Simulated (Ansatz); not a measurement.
Here is an Ansatz 0.2.0 calculation.

The input input.yaml:

```yaml
crystal:
  lattice:
    - [2.7058, 0.0, 0.0]
    - [-1.3529, 2.3432915376, 0.0]
    - [0.0, 0.0, 4.2819]
  atoms:
    - { symbol: Ru, position: [0.6666666667, 0.3333333333, 0.75] }
    - { symbol: Ru, position: [0.3333333333, 0.6666666667, 0.25] }
kpoints:
  mp_grid: { grid: [8, 8, 4] }
  band_path:
    path:
      - [0.0, 0.0, 0.0]
      - [0.5, 0.0, 0.0]
      - [0.3333333333, 0.3333333333, 0.0]
      - [0.0, 0.0, 0.0]
      - [0.0, 0.0, 0.5]
      - [0.5, 0.0, 0.5]
      - [0.3333333333, 0.3333333333, 0.5]
      - [0.0, 0.0, 0.5]
    npoints: 6
scf:
  occupations: { method: fermi_dirac, width: 0.05 }
hamiltonian:
  xc: pbe
  pseudopotentials: { kind: all_electron, lapw: { basis_error: 0.001 } }
output:
  forces: true
  stress: true
  eigenvalues: true
```

Potentials or basis: all-electron LAPW, scalar-relativistic.

Command:

```console
$ ansatz run input.yaml --threads 1 --pin off --max-ram 3072MiB --backend cpu --events-out ev --progress --plain --runs-dir out
```

Problem. Predict the band gap along the path.

Solution. None (metal or under the smearing width).

Problem. Predict the pressure.

Solution. 4.3 GPa.

Levels at the corners of the path, in eV from the Fermi level:
| point | band 22 | band 23 | band 24 | band 25 | band 26 | band 27 | band 28 | band 29 | band 30 | band 31 |
| --- | --- | --- | --- | --- | --- | --- | --- | --- | --- | --- |
| Γ | -2.55 | -2.38 | -1.86 | -1.86 | -1.36 | -1.36 | 1.22 | 1.22 | 1.33 | 10.36 |
| M | -2.98 | -2.04 | -1.75 | -1.48 | 1.48 | 1.89 | 1.95 | 4.11 | 6.18 | 11.11 |
| K | -3.72 | -2.80 | -2.80 | -1.02 | 1.05 | 1.05 | 1.48 | 7.07 | 7.28 | 7.28 |
| Γ | -2.55 | -2.38 | -1.86 | -1.86 | -1.36 | -1.36 | 1.22 | 1.22 | 1.33 | 10.36 |
| A | -2.71 | -2.71 | -2.71 | -2.68 | -2.68 | 0.58 | 0.58 | 0.58 | 0.58 | 14.41 |
| L | -4.49 | -1.02 | -1.02 | 0.49 | 0.49 | 1.73 | 1.73 | 3.44 | 3.44 | 10.60 |
| H | -4.07 | -2.66 | -2.66 | -1.14 | -1.14 | 1.26 | 1.26 | 8.49 | 8.49 | 10.76 |
| A | -2.71 | -2.71 | -2.71 | -2.68 | -2.68 | 0.58 | 0.58 | 0.58 | 0.58 | 14.41 |

Caveat: the k mesh is coarse (spacing up to 0.37 Å⁻¹), so the values aren't converged; the k mesh is thin for a metal, which can move the energy by tens of meV per atom.
